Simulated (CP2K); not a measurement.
Crystal: Hf.

```xyz
2
Lattice="3.1967 0.0000 0.0000 -1.5983 2.7684 0.0000 0.0000 0.0000 5.0578" Properties=species:S:1:pos:R:3 pbc="T T T"
Hf    1.5984    0.9228    3.7934
Hf    0.0000    1.8456    1.2645
```

Base run:

- Program: CP2K 2026.2
- Functional: OLYP
- Potentials or basis: POTENTIAL_UZH Hf GTH-PBE-q12; TZVP-MOLOPT-PBE-GTH basis
- Density cutoff: 9184 eV
- k mesh: 10 × 10 × 5
- Occupations: fermi-dirac, width 0.05 eV
- Spin: no spin polarisation

Its results: band gap on the k mesh none (metal or under the smearing width); pressure -0.1 GPa.

Problem. After a change of settings the same cell gave: band gap on the k mesh none (metal or under the smearing width); pressure -2.6 GPa. Which change was it?
A. functional from OLYP to AM05
B. functional from OLYP to LDA
C. functional from OLYP to SCAN
D. functional from OLYP to rev-vdW-DF2

Solution. A.

AM05 binds more tightly than OLYP, so the same cell stands under less pressure.

Caveats: the potentials were made for another functional, which shifts forces and pressure; spin-orbit coupling is left out, which moves the levels of the heavy elements; the basis of atomic orbitals isn't converged, which shifts pressures, moduli and gaps.

Runs at the PBE level aren't shown here.
